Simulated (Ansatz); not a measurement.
# Self-trapping of an added electron in LiF (Fm-3m), part 2 of 2

Aim: find out whether an added electron stays on one Li atom in LiF (Fm-3m) by distorting the lattice there, how its energy compares with the band edge, and how the answer depends on the level of theory. The model is a cell of 128 host atoms.

Ansatz 0.2.0; plane-wave PAW DFT, HSE06 form with 0.3 exact exchange; relaxation of all atoms of a supercell at fixed charge in a uniform background.

So far. Step 2 (Relaxation with the electron, HSE06 (α = 0.3)): The sizes of the moments in the atoms' spheres add to about 0.3 μB, shared by more than 30 atoms in effect: the carrier has spread out.

## (4) States in the gap, HSE06 (α = 0.3)

Level of this step: plane-wave PAW DFT, HSE06 form with 0.3 exact exchange; single point of a supercell at fixed charge in a uniform background (Ansatz).

A single point on the relaxed atoms asks for the levels and how far each is spread.

Input file qm1_M1_trap.hyb/input.yaml:

```yaml
crystal:
  checkpoint: "../qm1_M1_trap.hrelax.run"
  host: checkpoint
total_charge: -1
basis:
  ecutwfc: 420
  xc_grid: 2
hamiltonian:
  xc: { preset: hse06, exx: 0.3 }
kpoints:
  mp_grid: { grid: [1, 1, 1] }
magnetization:
  spin_polarized: true
  initial_magnetization: 1
  spin_locking: { lock_magnetization: hard }
scf:
  occupations: { method: fixed }
  max_iter: 60
output:
  forces: true
  charged_corrections:
    epsilon: 2.09
    static_epsilon: 9.47
    defect_position: [0.5, 0.5, 0.5]
  eigenvalues: true
  eigenstates: { localisation: true }
  efg: {}
checkpoint:
  read: "../qm1_M1_trap.hrelax.run"
  write: "../qm1_M1_trap.hyb.run"
  compress: false
  write_wavefunctions: true
  write_every: 100000
```

Launch:

```sh
$ ansatz run input.yaml --threads 32 --pin off --max-ram 84787MiB --backend cuda --events-out ev --progress --plain --runs-dir out --max-vram 78GiB
```

Numbers of over 12 decimals in the logs are rounded to 6 here.

What it wrote:

```text
[...]
crystal.checkpoint: the structure is that of <dir>, a `relax` run, at its step 4: its result, under {"exchange":"pbe","correlation":"pbe","exx":{"coeff":0.3,"omega":0.207870}} at a charge of -1 e; 128 atoms read, 1 with a starting moment; [...]
[...]
device memory: the entry about to start is reckoned to put 7.2 GiB on a device that reports 182.5 GiB free (of which the cap on the GPU budget leaves the run 78.0 GiB)
GPU FFT provider: cuFFT
GPU libraries: cuBLAS 13.8.1, cuFFT 12.4.0, cuSOLVER 12.3.2
GPU matrix products: emulated (plane waves: as basis.precision tells), large ones in fixed point in workspaces of 1.00 GiB
Crystal: 128 atoms, lattice volume = 1030.265 Å³
Basis set: ecut = 420 eV, 20107 PW (Γ), exchange–correlation on 160×160×160 points (8 copies of the dense FFT grid, shifted against one another)
Bands: 449, of which v1, the nominal top of the filled ones, is band 321 counted from 1 (320 counted from 0)
Symmetry: 1 space group operations
[...]
k-points: 1
[...]
Stability of the state it starts from, as read at its close in the collinear treatment: not read, because the functional holds exact exchange (a hybrid, or Hartree-Fock), whose exchange loop this test does not read (fock_operator); its run was given moments
[...]
GPU buffer pool allocated for 512000 grid points (all kernels)
GPU transforms: local potential and band sums: pruned to the plane-wave sphere, on 75×75×75
[...]
Frozen-core exchange: fock
[...]
WARN: the filled states extend beyond the cell (their overlap across the Brillouin zone is 0.001, against 0 in a metal and nearly 1 for localised states). With one k-point a hybrid's gap, moments and forces can then be wrong. [...]
this state was not tested for a lower state beside it, because the functional holds exact exchange (a hybrid, or Hartree-Fock), whose exchange loop this test does not read (fock_operator); [...]
[...]
Magnetization: 1.0000 μB (321.0000 up, 320.0000 down)
Absolute magnetization: 1.0277 μB (∫|ρ↑−ρ↓|, with the PAW one-centre terms)
[...]
Per-site moments (μB) at R_I (Å): [(0.00259511, 0.825948), (0.00146806, 0.826225), (0.00260682, 0.826333), [... 6 left out ...]
Free energy (F): -65020.531467 eV
[...]
Internal energy: -65020.531467 eV  (E = F + TS)
E sigma→0 (E₀):  -65020.531467 eV
Fermi energy:    10.735594 (↑ 10.735594, ↓ -0.965005) eV
[...]
--- Forces (eV/Å), atoms counted from 1 ---
  atom   1  Li     0.00088009    -0.00161847     0.00195744
  atom   2  F      0.00125958    -0.00107676    -0.00286517
  [... 4 atoms left out ...]
  [... 122 more lines of this table ...]
  max |Σ_I F_I| component: 2.84e-4 eV/Å
--- PAW observables at the nuclei: V_zz in 10²¹ V/m², potentials from the cell's mean, atoms counted from 1 ---
  [...]
--- Charged-cell corrections in eV (Makov–Payne, q = -1.000 e, ε = 2.090 of the electrons, 9.470 with the ions) ---
[...]
E_corr1          = +0.985142  (monopole, q²α_M/2εL)
  F Makov-Payne    = n/a  (the rows are of the electrons' constant alone; ansatz place-levels tells what screens the charge)
[...]
--- Band table (eV) ---
[...]
```

Wall time 15 s (1 × NVIDIA GB200 with 32 threads of Arm Neoverse V2, shared host); peak memory 2.4 GiB.

States next to the filling edge at the first k-point, on the run's own zero (eigenstates.tsv). The participation number counts the atoms that a state is spread over, of 128; bands count from 0.

```csv
spin,band,energy (eV),occupation,participation,largest share on,share
down,314,-1.095,1.00,45.1,F24,0.04
down,315,-1.095,1.00,45.4,F116,0.04
down,316,-1.095,1.00,40.4,F46,0.05
down,317,-0.965,1.00,69.7,F72,0.02
down,318,-0.965,1.00,69.7,F70,0.02
down,319,-0.965,1.00,69.7,F46,0.02
down,320,11.035,0.00,127.6,Li85,0.01
down,321,12.337,0.00,62.7,Li85,0.03
down,322,12.339,0.00,63.3,F50,0.03
down,323,12.340,0.00,63.1,F74,0.03
down,324,12.341,0.00,62.8,F28,0.03
up,315,-1.099,1.00,45.4,F116,0.04
up,316,-1.098,1.00,40.5,F46,0.05
up,317,-0.968,1.00,69.7,F72,0.02
up,318,-0.968,1.00,69.7,F70,0.02
up,319,-0.968,1.00,69.7,F46,0.02
up,320,10.736,1.00,127.6,Li85,0.01
up,321,12.215,0.00,62.7,Li85,0.03
up,322,12.217,0.00,63.3,F50,0.03
up,323,12.218,0.00,63.0,F74,0.03
up,324,12.219,0.00,62.7,F100,0.03
up,325,12.219,0.00,63.1,F90,0.03
```

Under HSE06 form with 0.3 exact exchange at the zone centre alone, the highest filled state is spin up, spread over 128 of 128 atoms, and the lowest empty one, 0.30 eV above it, is spin down, spread over 128 of 128 atoms.

Uncorrected and at zero smearing, the relaxed cell and the carrier in the undistorted cell agree within 0.02 eV.

No level is given here: the program refused to align this charged cell with the host.

## (5) Relaxing again with PBEsol

As a control, the same structure relaxes without exact exchange or U. The start is the structure of HSE06 (α = 0.3), where the carrier had already spread, so this step is a weak test of trapping.

Input file qm1_M1_trap.semirelax/input.yaml:

```yaml
crystal:
  checkpoint: "../qm1_M1_trap.hrelax.run"
  host: checkpoint
total_charge: -1
basis:
  ecutwfc: 420
  xc_grid: 2
hamiltonian:
  xc: pbesol
kpoints:
  mp_grid: { grid: [1, 1, 1] }
magnetization:
  spin_polarized: true
  initial_magnetization: 1
  spin_locking: { lock_magnetization: hard }
scf:
  occupations: { method: fermi_dirac, width: 0.01 }
  max_iter: 60
output:
  forces: true
  charged_corrections:
    epsilon: 2.09
    static_epsilon: 9.47
    defect_position: [0.5, 0.5, 0.5]
relax:
  f_tol: 0.02
  max_steps: 60
  escape_saddle: false
checkpoint:
  read: "../qm1_M1_trap.hrelax.run"
  write: "../qm1_M1_trap.semirelax.run"
  compress: false
  write_wavefunctions: true
  write_every: 100000
```

The job ended after 2.6 s (1 × NVIDIA GB200 with 32 threads; peak memory 1.6 GiB; 6.9 s of CPU time).

The forces were under the threshold from the start, so no atom moved.

From the single point at the end of this step. The sizes of the moments in the atoms' spheres add to about 0.3 μB, shared by more than 30 atoms in effect: the carrier has spread out.

No level is given here: the program refused to align this charged cell with the host.

## (6) All levels of theory side by side

```
level of theory    atoms  atoms that share the moment  localised  time for the trial state
HSE06 (α = 0.3)  relaxed                 more than 30         no                      42 s
         PBEsol  relaxed                 more than 30         no                       7 s
```

## (7) Results

```yaml
carrier_localised_hse06: no
carrier_localised_pbesol: no
```

What this shows: With HSE06 (α = 0.3) the electron did not stay localised from this start: it is shared by more than 30 of the 128 atoms in effect. It spreads at every relaxed level of theory in the table. Semilocal functionals favour spread carriers, so their answer alone decides nothing. A Li ion seldom takes an electron in such a compound, so a start there is a weak test. The point with the carrier in the undistorted cell ran without the search for lower states. One trial site was relaxed, so another site or form can lie lower. Keep in mind: sampling at the zone centre alone can move energies of charged and open-shell states by tenths of an eV or more in cells of this size.

[Logs are printed without paths, hosts, clocks, repeated set-up lines and the standing remarks that a program may print on its own settings, such as how far it seeks lower states.]

[Hosts, paths, dates, database ids (printed as entryN), source tags and the programs' standing remarks are cut or masked in the printed files.]

[For some hosts the program warned that the k-mesh of the response run may be too coarse for force constants and the static dielectric constant; such warnings are not shown here.]
